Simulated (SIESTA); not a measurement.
# Pt under changes of volume

One of the cells (15.381 Å³/atom); the others are scaled copies at fixed shape and fractional positions:

```xyz
1
Lattice="0.0000 1.9739 1.9739 1.9739 0.0000 1.9739 1.9739 1.9739 0.0000" Properties=species:S:1:pos:R:3 pbc="T T T"
Pt    0.0000    0.0000    0.0000
```

* Program: SIESTA 5.4.2
* Functional: PBEsol
* Potentials or basis: PseudoDojo 0.4 standard (PBEsol files)
* Basis: DZP (energy shift 0.003 Ry; two zetas on semicore shells)
* Grid cutoff: 800 Ry
* Energy shift: 0.003 Ry
* k mesh: 12 × 12 × 12
* Occupations: fermi-dirac, width 0.05 eV
* Spin: no spin polarisation

```tsv
volume (Å³/atom)	energy over the lowest point (meV/atom)	pressure (GPa)
14.175	67.54	24.5
14.477	29.37	16.1
14.778	6.87	8.2
15.381	0.00	-3.8
15.683	12.44	-9.1
15.985	?	?
```

Problem. What does the run at 15.985 Å³/atom give?

Solution. Energy over the lowest point 34.20 meV/atom; pressure -13.7 GPa.

Worked out: A Birch-Murnaghan fit of order 3 (a polynomial in V^(-2/3)) to the other rows has its minimum at 15.16 Å³/atom with B0 = V·E''(V) = 297 GPa and B' = 6.4. It gives 33.50 meV/atom at 15.985 Å³/atom, against the run's 34.20, and -dE/dV = -13.2 GPa, against -13.7.

Energies are extrapolated to zero smearing.

Caveats: short orbitals over semicore shells can move pressures by several GPa; the basis of atomic orbitals isn't converged, which shifts pressures, moduli and gaps.
